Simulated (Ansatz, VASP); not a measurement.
## Two plane-wave programs on Pd

```xyz
1
Lattice="0.0000 1.8963 1.8477 1.8963 0.0000 1.8477 1.8963 1.8963 0.0000" Properties=species:S:1:pos:R:3 pbc="T T T"
Pd    0.0000    0.0000    0.0000
```

Change from the starting cell: strain -0.025 along x and y, -0.050 along z, atoms carried along.

Alike in both runs: task single point; functional PBE; k mesh 8 × 8 × 8; occupations gaussian, width 0.15 eV; no spin polarisation.

|  | VASP | Ansatz |
| --- | --- | --- |
| version | VASP 6.6.1 | Ansatz 0.2.0 |
| potentials or method | VASP PAW PBE potentials, release 64 (Pd) | scalar-relativistic, plane waves, PAW |
| plane-wave cutoff (eV) | 520 | 420 |
| valence electrons in the cell | 10 | 18 |

|  | VASP | Ansatz | Ansatz less VASP |
| --- | --- | --- | --- |
| gap on the k mesh at the Fermi level (eV) | none | none | - |
| pressure (GPa) | 36.0 | 36.5 | +0.49 |
| largest component of the traceless stress (GPa) | 1.22 | 1.24 | +0.016 |

A gap of «none» marks a metal or a gap that the smearing closes. The two sets of potentials don't hold the same shells in valence.

Caveats: the k mesh is coarse (spacing up to 0.36 Å⁻¹), so the values aren't converged; so large a pressure means that the cell lies far from this level's equilibrium, or that cutoff or potentials fall short (VASP).
